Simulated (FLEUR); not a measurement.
# MgO (P6_3mc) in FLEUR: notebook

The runs below take MgO through single point, with PBE.

Program: FLEUR MaX-R8.1 (patched build s14). These are calculated values, not measurements. Logs are shortened: lines on timing, memory, paths and dates and some standing lists are left out, and cuts for length are marked.

### Step 1. The structure

Symmetry: P6_3mc, No. 186, hexagonal system. The conventional cell has a = 3.308 Å, b = 3.308 Å, c = 4.983 Å, α = 90.00°, β = 90.00°, γ = 120.00°. Around Mg (site symmetry 3m) lie 4 O at 1.97 to 1.99 Å. Around O (site symmetry 3m) lie 4 Mg at 1.97 to 1.99 Å.

Measurements of this composition are mostly on another form, of space group No. 225.

### Step 2. Single point, PBE

inp.xml reads:

```xml
<?xml version="1.0" encoding="UTF-8" standalone="no"?>
<fleurInput fleurInputVersion="0.39">
   <comment>
      MgO                                                                                                 
   </comment>
   <calculationSetup>
      <cutoffs Kmax="4.47" Gmax="13.9" GmaxXC="13.9" numbands="0"/>
      <scfLoop itmax="60" minDistance="0.00001" maxIterBroyd="15" imix="Anderson" alpha="0.05" precondParam="0.0" spinf="2.0"/>
      <coreElectrons ctail="T" frcor="F" kcrel="0" coretail_lmax="0"/>
      <xcFunctional name="pbe" relativisticCorrections="F"/>
      <magnetism jspins="1"/>
      <soc l_soc="F" theta="0.0" phi="0.0" spav="F"/>
      <expertModes spex="0" secvar="F"/>
      <geometryOptimization l_f="T" forcealpha="1.0" forcemix="BFGS" epsdisp="0.0005" epsforce="0.0002"/>
      <ldaU l_linMix="F" mixParam="0.05" spinf="1.0"/>
   </calculationSetup>
   <cell>
      <bzIntegration valenceElectrons="32.0" mode="hist" fermiSmearingEnergy="0.00183747">
         <kPointListSelection listName="default-1"/>
         <!-- k-points included here -->
         <xi:include xmlns:xi="http://www.w3.org/2001/XInclude" href="kpts.xml"> </xi:include>
      </bzIntegration>
      <!-- symmetry operations included here -->
      <xi:include xmlns:xi="http://www.w3.org/2001/XInclude" href="sym.xml"> </xi:include>
      <bulkLattice scale="1.0">
         <bravaisMatrix>
            <row-1>    6.2508114830009571     0.0000000000000000     0.0000000000000000</row-1>
            <row-2>   -3.1254057415949648     5.4133615385149891     0.0000000000000000</row-2>
            <row-3>    0.0000000000000000     0.0000000000000000     9.4162816675894767</row-3>
         </bravaisMatrix>
      </bulkLattice>
   </cell>
   <atomSpecies>
      <species name="Magnesium (Mg)" element="Mg" atomicNumber="12">
         <mtSphere radius="1.79" gridPoints="613" logIncrement="0.018"/>
         <atomicCutoffs lmax="7" lnonsphr="5"/>
         <electronConfig flipSpins="F">
            <coreConfig>(1s1/2)</coreConfig>
            <valenceConfig>(2s1/2) (2p1/2) (2p3/2) (3s1/2)</valenceConfig>
         </electronConfig>
         <energyParameters s="3" p="2" d="3" f="4"/>
         <lo type="SCLO" l="0" n="2" eDeriv="0"/>
         <lo type="HELO" l="1" n="3" eDeriv="0"/>
         <lo type="HELO" l="1" n="3" eDeriv="1"/>
         <lo type="SCLO" l="2" n="3" eDeriv="2"/>
         <lo type="SCLO" l="3" n="4" eDeriv="2"/>
      </species>
      <species name="Oxygen (O)" element="O" atomicNumber="8">
         <mtSphere radius="1.56" gridPoints="529" logIncrement="0.02"/>
         <atomicCutoffs lmax="6" lnonsphr="4"/>
         <electronConfig flipSpins="F">
            <coreConfig>(1s1/2)</coreConfig>
            <valenceConfig>(2s1/2) (2p1/2) (2p3/2)</valenceConfig>
            <stateOccupation state="(2p1/2)" spinUp="0.666667" spinDown="0.666667"/>
            <stateOccupation state="(2p3/2)" spinUp="1.333333" spinDown="1.333333"/>
         </electronConfig>
         <energyParameters s="2" p="2" d="3" f="4"/>
         <lo type="SCLO" l="0" n="2" eDeriv="2"/>
         <lo type="SCLO" l="1" n="2" eDeriv="2"/>
         <lo type="SCLO" l="2" n="3" eDeriv="2"/>
      </species>
   </atomSpecies>
   <atomGroups>
      <atomGroup species="Magnesium (Mg)">
         <relPos label="                   1">-1.000/3.000 1.000/3.000 -.4978402600</relPos>
         <relPos label="                   2">1.000/3.000 -1.000/3.000 .0021597400</relPos>
         <force calculate="T" relaxXYZ="TTT"/>
      </atomGroup>
      <atomGroup species="Oxygen (O)">
         <relPos label="                   3">-1.000/3.000 1.000/3.000 -.0975597400</relPos>
         <relPos label="                   4">1.000/3.000 -1.000/3.000 .4024402600</relPos>
         <force calculate="T" relaxXYZ="TTT"/>
      </atomGroup>
   </atomGroups>
   <output dos="F" band="F" slice="F">
      <checks vchk="F" cdinf="F"/>
      <bandDOS minEnergy="-.5*Htr" maxEnergy="0.5*Htr" sigma="0.015" storeEVData="T"/>
      <vacuumDOS vacdos="F" integ="F" star="F" nstars="0" locx1="0.0" locy1="0.0" locx2="0.0" locy2="0.0" nstm="0" tworkf="0.0"/>
      <unfoldingBand unfoldBand="F" supercellX="1" supercellY="1" supercellZ="1"/>
      <plotting iplot="0" polar="F">
         <plot TwoD="T" vec1="  1.0  0.0  0.0" vec2="  0.0  1.0  0.0" vec3="  0.0  0.0  1.0" zero="  0.0  0.0  0.0" file="plot"/>
      </plotting>
      <chargeDensitySlicing numkpt="0" minEigenval="0.0" maxEigenval="0.0" nnne="0" pallst="F"/>
      <specialOutput eonly="F"/>
      <magneticCircularDichroism mcd="F" energyLo="-10.0" energyUp="0.0"/>
   </output>
  <!-- We include the file relax.xml here to enable relaxations (see documentation) -->
  <xi:include xmlns:xi="http://www.w3.org/2001/XInclude" href="relax.xml"> <xi:fallback/> </xi:include>
</fleurInput>
```

crystal.txt reads:

```
MgO
&input cartesian=F /
3.3077869865  0.0000000000  0.0000000000
-1.6538934933  2.8646275606  0.0000000000
0.0000000000  0.0000000000  4.9828816700
1.8897261246
1.0 1.0 1.0

4
12 0.6666666667  0.3333333333  0.5021597400
12 0.3333333333  0.6666666667  0.0021597400
8 0.6666666667  0.3333333333  0.9024402600
8 0.3333333333  0.6666666667  0.4024402600

&kpt div1=9 div2=9 div3=6 gamma=T /
```

Potentials or basis: all-electron, FLAPW.

Run with:

```bash
$ inpgen -f crystal.txt -profile fastHighL
$ # inp.xml edited to the form shown
$ fleur
```

The log of the run:

```text
Welcome to FLEUR        (www.flapw.de)
      MaX-Release 8.1          (www.max-centre.eu)

 ========== k-point set info ==========
 Selected k-point list: default-1
 k-point list type: mesh
 9 x 9 x 6
 Number of k points: 48

 ------------Calculation Setup---------------------------
 Number of OMP-threads    :            1
 Number of basis functions:          642
 Approximate size of matrices (H+S) per k-point:         0.012 GB
 --------------------------------------------------------
 Iteration:     1   Distance:      26.09128715 me/bohr^3
 Iteration:     2   Distance:      22.13527284 me/bohr^3
 Iteration:     3   Distance:       7.04489455 me/bohr^3
 Iteration:     4   Distance:       6.50094779 me/bohr^3
 Iteration:     5   Distance:       0.74362095 me/bohr^3
 Iteration:     6   Distance:       1.18750872 me/bohr^3
 Iteration:     7   Distance:       0.30759436 me/bohr^3
 Iteration:     8   Distance:       0.04898104 me/bohr^3
 Iteration:     9   Distance:       0.03036844 me/bohr^3
 Iteration:    10   Distance:       0.00574920 me/bohr^3
 Iteration:    11   Distance:       0.00413118 me/bohr^3
 Iteration:    12   Distance:       0.00115871 me/bohr^3
 Iteration:    13   Distance:       0.00107032 me/bohr^3
 Iteration:    14   Distance:       0.00013153 me/bohr^3
 Iteration:    15   Distance:       0.00000772 me/bohr^3

 ********************************************************************
 Run finished successfully
 Stop message:
   Structural relaxation: Done
 ********************************************************************
```

out.xml (last iteration):

```text
<iteration numberForCurrentRun="   16" overallNumber="   16">
         <energyParameters units="Htr">
            <atomicEP atomType="1" spin="1" branch="3s" branchLowest="-2.48" branchHighest="3.42" value="0.0285772240"/>
            <atomicEP atomType="1" spin="1" branch="2p" branchLowest="-9.99" branchHighest="-1.24" value="-1.3133158531"/>
            <atomicEP atomType="1" spin="1" branch="3d" branchLowest="-9.99" branchHighest="3.30" value="0.3027371195"/>
            <atomicEP atomType="1" spin="1" branch="4f" branchLowest="-9.99" branchHighest="6.23" value="0.4651069797"/>
            <loAtomicEP atomType="1" spin="1" branch="2s" branchLowest="-45.89" branchHighest="-2.48" value="-2.5376922736"/>
            <heloAtomicEP atomType="1" spin="1" branch="3p" branchLowest="2.07" branchHighest="2.07" value="2.0716288503"/>
            <heloAtomicEP atomType="1" spin="1" branch="3p" branchLowest="2.07" branchHighest="2.07" value="2.0716288503"/>
            <loAtomicEP atomType="1" spin="1" branch="3d" branchLowest="-9.99" branchHighest="3.30" value="0.3027356358"/>
            <loAtomicEP atomType="1" spin="1" branch="4f" branchLowest="-9.99" branchHighest="6.23" value="0.4651058460"/>
            <atomicEP atomType="2" spin="1" branch="2s" branchLowest="-18.37" branchHighest="0.38" value="-0.4997690606"/>
            <atomicEP atomType="2" spin="1" branch="2p" branchLowest="-9.99" branchHighest="0.87" value="-0.0269573353"/>
            <atomicEP atomType="2" spin="1" branch="3d" branchLowest="-9.99" branchHighest="4.91" value="0.2822392299"/>
            <atomicEP atomType="2" spin="1" branch="4f" branchLowest="-9.99" branchHighest="8.56" value="0.4426779828"/>
            <loAtomicEP atomType="2" spin="1" branch="2s" branchLowest="-18.37" branchHighest="0.38" value="-0.4997690606"/>
            <loAtomicEP atomType="2" spin="1" branch="2p" branchLowest="-9.99" branchHighest="0.87" value="-0.0271693153"/>
            <loAtomicEP atomType="2" spin="1" branch="3d" branchLowest="-9.99" branchHighest="4.91" value="0.2822381271"/>
         </energyParameters>
         <eigenvalues>
            <eigenvaluesAt spin="1" ikpt="1" k_x="0.00000000" k_y="0.00000000" k_z="0.00000000">
                      -2.5375528742       -2.5373900379       -1.3176641250       -1.3158620973       -1.3156368264
                      -1.3156368264       -1.3153257559       -1.3153257559       -0.4942064851       -0.4640352935
                      -0.0163249499        0.0749822723        0.0749822723        0.0874595537        0.0874595537
                       0.1039753249        0.2313904314        0.4170995791        0.4843063514        0.6217637607
                       0.6217637607        0.6937049840        0.7083326621        0.7083326621        0.7396960682
            </eigenvaluesAt>
            <eigenvaluesAt spin="1" ikpt="2" k_x="0.00000000" k_y="0.00000000" k_z="0.16666667">
                      -2.5375439245       -2.5374030855       -1.3175572373       -1.3160165330       -1.3156366990
                      -1.3156366990       -1.3153576712       -1.3153576712       -0.4923047634       -0.4661896133
                      -0.0108863822        0.0757213030        0.0757213030        0.0865270314        0.0865270314
                       0.0893705380        0.2476805464        0.3991668358        0.5030424205        0.6221805473
                       0.6221805474        0.6804095156        0.6904830926        0.6904830926        0.7523994083
            </eigenvaluesAt>
            <eigenvaluesAt spin="1" ikpt="3" k_x="0.00000000" k_y="0.00000000" k_z="0.33333333">
                      -2.5375132557       -2.5374341453       -1.3172560394       -1.3163447624       -1.3155825065
                      -1.3155825065       -1.3154079626       -1.3154079626       -0.4870224347       -0.4719642963
                       0.0049184163        0.0597436269        0.0779135124        0.0779135124        0.0842024058
                       0.0842024058        0.2831612867        0.3640165637        0.5418560343        0.6266162731
                       0.6266162731        0.6409916551        0.6617742804        0.6617742804        0.7857673498
            </eigenvaluesAt>
            <eigenvaluesAt spin="1" ikpt="4" k_x="0.00000000" k_y="0.00000000" k_z="0.50000000">
                      -2.5374713924       -2.5374713924       -1.3167800091       -1.3167800091       -1.3154792846
                      -1.3154792846       -1.3154792846       -1.3154792846       -0.4796129692       -0.4796129692
                       0.0295493697        0.0295493697        0.0810785998        0.0810785998        0.0810785998
                       0.0810785998        0.3238968716        0.3238968716        0.5900957967        0.5900957967
                       0.6394084197        0.6394084197        0.6394084197        0.6394084197        0.8288730605
            </eigenvaluesAt>
         </eigenvalues>
         <bandgap value="3.4671416750" units="eV"/>
         <sumValenceSingleParticleEnergies value="-27.2311474804" units="Htr"/>
         <FermiEnergy value="0.1039753249" units="Htr"/>
         <valenceDensity>
            <mtCharges spin="1">
               <mtCharge atomType="1" total="8.1897124" s="2.0914610" p="6.0374004" d="0.0517883" f="0.0073477"/>
               <mtCharge atomType="2" total="5.1017640" s="1.5336732" p="3.5660172" d="0.0017011" f="0.0002755"/>
            </mtCharges>
            <spinDependentCharge spin="1" total="32.0000000" interstitial="5.4170471" mtSpheres="26.5829529"/>
            <totalCharge value="32.0000000000"/>
         </valenceDensity>
         <coreStates atomType="     1" atomicNumber=" 12" spin="1" kinEnergy="    135.0388070293" eigValSum="    -91.7701382821" lostElectrons=" 0.000000">
            <state n="1" l="0" j="0.5" energy="-45.8850691410" weight="1.0000000000"/>
         </coreStates>
         <coreStates atomType="     2" atomicNumber="  8" spin="1" kinEnergy="     58.2981054891" eigValSum="    -36.7475779541" lostElectrons=" 0.000000">
            <state n="1" l="0" j="0.5" energy="-18.3737889771" weight="1.0000000000"/>
         </coreStates>
         <allElectronCharges>
            <spinDependentCharge spin="1" total="40.0000000" interstitial="5.4170475" mtSpheres="34.5829525"/>
            <totalCharge value="39.9999999990"/>
         </allElectronCharges>
         <totalEnergy                                    value="     -551.4196347995" units="Htr">
            <sumOfEigenvalues                            value="     -284.2665799528">
               <coreElectrons value="-257.0354324724"/>
               <valenceElectrons value="-27.2311474804"/>
            </sumOfEigenvalues>
            <densityCoulombPotentialIntegral value="-771.3225164572"/>
            <densityEffectivePotentialIntegral value="-836.0591657441"/>
            <chargeDenXCDenIntegral value="-50.2286151659"/>
            <FockExchangeEnergyValence value="0.0000000000"/>
            <FockExchangeEnergyCore value="0.0000000000"/>
            <atomTypeDependentContributions atomType="1">
               <electronNucleiInteractionDifferentMTs value="473.3744254273"/>
               <MadelungTerm value="-11.7716131627"/>
            </atomTypeDependentContributions>
            <atomTypeDependentContributions atomType="2">
               <electronNucleiInteractionDifferentMTs value="176.3105472868"/>
               <MadelungTerm value="-5.8657613194"/>
            </atomTypeDependentContributions>
            <tkbTimesEntropy value="0.0000000000"/>
            <freeEnergy value="-551.4196347995"/>
            <extrapolationTo0K value="-551.4196347995"/>
         </totalEnergy>
         <totalForcesOnRepresentativeAtoms units="Htr/bohr">
            <forceTotal atomType="1" x="-3.125406" y="1.804454" z="-4.687804" F_x="0.00000000" F_y="0.00000000" F_z="0.00010761"/>
            <forceTotal atomType="2" x="-3.125406" y="1.804454" z="-0.918650" F_x="0.00000000" F_y="0.00000000" F_z="-0.00001724"/>
         </totalForcesOnRepresentativeAtoms>
      </iteration>
```

It took 1.8 min on 1 thread of AMD EPYC 7R43 (Zen 3), shared host; peak memory 0.06 GiB.

What came out:

| Item | Value |
| --- | --- |
| Free energy | -15004.8927 eV |
| Largest force | 0.006 eV/Å |
| Band gap on the k mesh | 3.47 eV, direct |
| Valence electrons inside the program's atomic spheres | Mg 8.19; O 5.10 (radii Mg 1.79, O 1.56 bohr) |

Forces on the atoms (eV/Å):
```
Mg   0.000  0.000  0.006
Mg   0.000  0.000  0.006
O    0.000  0.000 -0.001
O    0.000  0.000 -0.001
```

Core levels (eV from the Fermi level):
| atom | levels |
| --- | --- |
| 1 Mg | 1s1/2 -1251.4 |
| 2 Mg | 1s1/2 -1251.4 |
| 3 O | 1s1/2 -502.8 |
| 4 O | 1s1/2 -502.8 |

Caveat: an odd mesh through Γ misses points on the zone boundary, where band edges often lie.

### Step 3. Single point, PBE (atoms moved at random, drawn with an rms of 0.05 Å)

inp.xml: that of step 2 with these lines changed.

```diff
@@ -34,3 +34,3 @@
       <species name="Magnesium (Mg)" element="Mg" atomicNumber="12">
-         <mtSphere radius="1.79" gridPoints="613" logIncrement="0.018"/>
+         <mtSphere radius="1.79" gridPoints="583" logIncrement="0.019"/>
          <atomicCutoffs lmax="7" lnonsphr="5"/>
@@ -48,3 +48,3 @@
       <species name="Oxygen (O)" element="O" atomicNumber="8">
-         <mtSphere radius="1.56" gridPoints="529" logIncrement="0.02"/>
+         <mtSphere radius="1.56" gridPoints="503" logIncrement="0.021"/>
          <atomicCutoffs lmax="6" lnonsphr="4"/>
@@ -64,4 +64,7 @@
       <atomGroup species="Magnesium (Mg)">
-         <relPos label="                   1">-1.000/3.000 1.000/3.000 -.4978402600</relPos>
-         <relPos label="                   2">1.000/3.000 -1.000/3.000 .0021597400</relPos>
+         <relPos label="                   1">-.3364380000 .3496300000 .4870640000</relPos>
+         <force calculate="T" relaxXYZ="TTT"/>
+      </atomGroup>
+      <atomGroup species="Magnesium (Mg)">
+         <relPos label="                   2">.3227370000 -.3262220000 .0089120000</relPos>
          <force calculate="T" relaxXYZ="TTT"/>
@@ -69,4 +72,7 @@
       <atomGroup species="Oxygen (O)">
-         <relPos label="                   3">-1.000/3.000 1.000/3.000 -.0975597400</relPos>
-         <relPos label="                   4">1.000/3.000 -1.000/3.000 .4024402600</relPos>
+         <relPos label="                   3">-.3367870000 .3311210000 -.0929490000</relPos>
+         <force calculate="T" relaxXYZ="TTT"/>
+      </atomGroup>
+      <atomGroup species="Oxygen (O)">
+         <relPos label="                   4">.3041830000 -.3389220000 .4125900000</relPos>
          <force calculate="T" relaxXYZ="TTT"/>
```

crystal.txt reads:

```
MgO
&input cartesian=F /
3.3077869865  0.0000000000  0.0000000000
-1.6538934933  2.8646275606  0.0000000000
0.0000000000  0.0000000000  4.9828816700
1.8897261246
1.0 1.0 1.0

4
12 0.6635620000  0.3496300000  0.4870640000
12 0.3227370000  0.6737780000  0.0089120000
8 0.6632130000  0.3311210000  0.9070510000
8 0.3041830000  0.6610780000  0.4125900000

&kpt div1=9 div2=9 div3=6 gamma=T /
```

Potentials or basis: all-electron, FLAPW.

Run with:

```bash
$ inpgen -f crystal.txt -profile fastHighL
$ # inp.xml edited to the form shown
$ fleur
```

The log of the run:

```text
Welcome to FLEUR        (www.flapw.de)
      MaX-Release 8.1          (www.max-centre.eu)

 ========== k-point set info ==========
 Selected k-point list: default-1
 k-point list type: mesh
 9 x 9 x 6
 Number of k points: 244

 ------------Calculation Setup---------------------------
 Number of OMP-threads    :            1
 Number of basis functions:          642
 Approximate size of matrices (H+S) per k-point:         0.012 GB
 --------------------------------------------------------
 Iteration:     1   Distance:      26.17094220 me/bohr^3
 Iteration:     2   Distance:      22.20277647 me/bohr^3
 Iteration:     3   Distance:       7.09718256 me/bohr^3
 Iteration:     4   Distance:       6.56717602 me/bohr^3
 Iteration:     5   Distance:       0.90550286 me/bohr^3
 Iteration:     6   Distance:       0.98768933 me/bohr^3
 Iteration:     7   Distance:       0.68721223 me/bohr^3
 Iteration:     8   Distance:       0.21223550 me/bohr^3
 Iteration:     9   Distance:       0.08713969 me/bohr^3
 Iteration:    10   Distance:       0.02412069 me/bohr^3
 Iteration:    11   Distance:       0.01966232 me/bohr^3
 Iteration:    12   Distance:       0.00750775 me/bohr^3
 Iteration:    13   Distance:       0.00153531 me/bohr^3
 Iteration:    14   Distance:       0.00164169 me/bohr^3
 Iteration:    15   Distance:       0.00035583 me/bohr^3
 Iteration:    16   Distance:       0.00030335 me/bohr^3
 Iteration:    17   Distance:       0.00012769 me/bohr^3
 Iteration:    18   Distance:       0.00002299 me/bohr^3
 Iteration:    19   Distance:       0.00001175 me/bohr^3
 Iteration:    20   Distance:       0.00000325 me/bohr^3
 Reset of history

 ********************************************************************
 Run finished successfully
 Stop message:
   Structural relaxation: new displacements generated
 ********************************************************************
```

Wall time 18 min (1 thread of AMD EPYC 7R43 (Zen 3), shared host); peak memory 0.2 GiB.

What came out:

- Free energy: -15004.7743 eV
- Largest force: 1.490 eV/Å
- Band gap on the k mesh: 3.35 eV, direct
- Valence electrons inside the program's atomic spheres: Mg 8.19; O 5.09, 5.12 (radii Mg 1.79, O 1.56 bohr)

Forces in eV/Å, atoms in the order of the input:
```
Mg  -0.675 -0.743  1.101
Mg   0.290 -0.247 -0.495
O   -0.403  0.269  0.004
O    0.790  0.719 -0.604
```

Core levels (eV from the Fermi level):
```tsv
atom	levels
1 Mg	1s1/2 -1251.6
2 Mg	1s1/2 -1251.5
3 O	1s1/2 -502.8
4 O	1s1/2 -503.0
```

Caveat: an odd mesh through Γ misses points on the zone boundary, where band edges often lie.
